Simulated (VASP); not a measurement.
# PbS: restarted molecular dynamics, 2 variants

PbS, Amm2 (no. 38), 8 atoms in the cell. PBE, molecular dynamics; PAW potentials Pb, S (PBE set).

| Restart from | Temperature at the end (K) | The same without a restart (K) | Potential energy at the end (eV/atom) | The same without a restart (eV/atom) | Electronic steps in the first step after the restart | Time (s) |
|---|---|---|---|---|---|---|
| CONTCAR with velocities, WAVECAR read | 1152.0 | 1152.0 | -4.02967 | -4.02967 | 4 | 254 |
| CONTCAR with velocities, no WAVECAR | 1152.0 | 1152.0 | -4.02967 | -4.02967 | 17 | 225 |

Limits: 120 fs of 8 atoms are too short for converged averages; the cell is only 4.1 Å across, so each atom moves in step with near copies of itself.

## Input of the first row

INCAR.step1:
```
GGA = PE ; PREC = Normal
ENCUT = 260 ; EDIFF = 1E-6
NELMIN = 4 ; NELM = 60
ALGO = Normal ; LREAL = Auto
LASPH = T ; ISMEAR = 0
SIGMA = 0.05 ; ISYM = 0
LWAVE = T ; LCHARG = F
IBRION = 0 ; NSW = 30
POTIM = 2.0 ; TEBEG = 1600
ISIF = 2 ; RANDOM_SEED = 54003 0 0
MDALGO = 2 ; SMASS = 0
KPAR = 2
```

INCAR.step2, as INCAR.step1 but for:
```
- LWAVE = T
+ LWAVE = F
```

KPOINTS:
```
k-points
0
Gamma
  3 2 2
```

POSCAR.step1:
```
PbS
1.0
    4.0699280000      0.0000000000      0.0000000000
    0.0000000000      5.6898180000      5.5735990000
    0.0000000000     -5.6898180000      5.5735990000
Pb S
4 4
Direct
    0.0000000000      0.8237310000      0.8237310000
    0.5000000000      0.1373870000      0.1373870000
    0.0000000000      0.3391490000      0.6631120000
    0.0000000000      0.6631120000      0.3391490000
    0.5000000000      0.6372510000      0.6372510000
    0.0000000000      0.3108960000      0.3108960000
    0.5000000000      0.1178520000      0.7748220000
    0.5000000000      0.7748220000      0.1178520000
```

Commands (each step's output is kept before the next begins):
```
cat potpaw_PBE.64/Pb/POTCAR potpaw_PBE.64/S/POTCAR > POTCAR
cp INCAR.step1 INCAR
cp POSCAR.step1 POSCAR
mpirun -np 2 vasp_std > vasp.out
cp CONTCAR POSCAR
cp INCAR.step2 INCAR
mpirun -np 2 vasp_std > vasp.out
```

Changes of the last row against the first:
```
(step 1)
- LWAVE = True
+ LWAVE = False
```

VASP 6.6.1 took 254 s on 2 cores (Intel Xeon Platinum 8259CL @ 2.50GHz (Skylake/Cascade Lake)), a shared host.
